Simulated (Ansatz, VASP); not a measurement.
**Mo: VASP beside Ansatz**

The input INCAR:

```
  ALGO = Normal
  EDIFF = 1E-6
  ENCUT = 520
  GGA = PE
  ISIF = 2
  ISMEAR = 0
  LASPH = True
  LCHARG = False
  LREAL = False
  LWAVE = False
  NBANDS = 13
  NELM = 80
  PREC = Accurate
  SIGMA = 0.15
```

Contents of KPOINTS:

```
k-points
0
Gamma
  22 22 22
```

File POSCAR:

```
Mo
1.0
    0.0000000000      2.0530393148      2.0530393148
    2.0530393148      0.0000000000      2.0530393148
    2.0530393148      2.0530393148      0.0000000000
Mo
1
Direct
    0.0000000000      0.0000000000      0.0000000000
```

Input for Ansatz:

```yaml
crystal:
  lattice:
    - [0.0, 2.0530393148, 2.0530393148]
    - [2.0530393148, 0.0, 2.0530393148]
    - [2.0530393148, 2.0530393148, 0.0]
  atoms:
    - { symbol: Mo, position: [0.0, 0.0, 0.0] }
basis:
  ecutwfc: 420
kpoints:
  mp_grid: { grid: [22, 22, 22] }
hamiltonian:
  xc: pbe
scf:
  occupations: { method: gaussian, width: 0.15 }
output:
  forces: true
  stress: true
  eigenvalues: true
```

Alike in both runs: task single point; functional PBE; k mesh 22 × 22 × 22; occupations gaussian, width 0.15 eV; no spin polarisation.

```csv
,VASP,Ansatz
version,VASP 6.6.1,Ansatz 0.2.0
potentials or method,"VASP PAW PBE potentials, release 64 (Mo_sv)","scalar-relativistic, plane waves, PAW"
plane-wave cutoff (eV),520,420
valence electrons in the cell,14,14
```

```csv
,VASP,Ansatz,Ansatz less VASP
gap on the k mesh at the Fermi level (eV),none,none,-
pressure (GPa),-15.3,-15.6,-0.33
```

A gap of «none» marks a metal or a gap that the smearing closes.

Caveats: so large a pressure means that the cell lies far from this level's equilibrium, or that cutoff or potentials fall short (VASP).
